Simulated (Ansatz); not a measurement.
Al started in the widest void in wurtzite AlN, 97 atoms, charge +3

All numbers come from Ansatz (PAW, plane waves, no spin–orbit coupling) at the single k point (¼, ¼, ¼) without its symmetry partners. The atoms were relaxed with PBEsol in a fixed cell; other functionals are single points on those atoms unless said otherwise. The valence top and gap of the host come from its small cell on a dense mesh, with the band extrema sought between the mesh points, lined up by the mean potential, PBEsol gap 4.09 eV, HSE06 gap 5.54 eV. The charge correction uses an assumed dielectric constant of 8.5.

Cell: a = 9.341 Å, b = 10.787 Å, c = 9.967 Å, α = 90.00°, β = 90.00°, γ = 90.00°.

Nearest atoms after relaxation, from the placed atom (for vacancies from the middle of the vacant sites): N at 1.91 Å, N at 1.91 Å, N at 1.92 Å, N at 2.25 Å, N at 2.25 Å, N at 2.27 Å, Al at 2.33 Å, Al at 2.33 Å.

Chemical potentials μ are those of reference phases of the elements at zero temperature by the same functional (the usual solids, diamond for C, grey Sn, and the molecules H2, N2, O2, F2, Cl2, Br2 and S8).

```csv
functional,E(defect) − E(host) − Σ nμ + q·E_VBM (eV),monopole (eV),alignment (eV),formation energy at E_F = VBM (eV),moment (μB),"wall time, shared host"
PBEsol,-2.53,2.15,0.21,-0.17,0 (no spin),53 s on 7 threads of Neoverse-V2 (relaxation)
```

Estimate the formation energy and moment that HSE06 gives on these atoms.

-2.31 eV at E_F = VBM (-4.71 eV before the monopole term 2.15 eV and the alignment 0.25 eV), moment 0 (no spin).

HSE06 one-electron levels near the gap (the ten most localised at most), from the host's valence top, not corrected for the charge's images:

| level (eV) | spin | filling | atoms sharing it | element of the atom with most weight |
| --- | --- | --- | --- | --- |
| -0.28 | both | 2.00 | 48.3 | spread |
| -0.25 | both | 2.00 | 43.5 | spread |
| -0.17 | both | 2.00 | 46.7 | spread |
| -0.05 | both | 2.00 | 37.9 | spread |

All elements are taken at their own reference at once; growth conditions in equilibrium with the host shift these energies, by up to the host's formation enthalpy.

One k point and a cell of this size can leave errors of several tenths of an eV in such numbers.
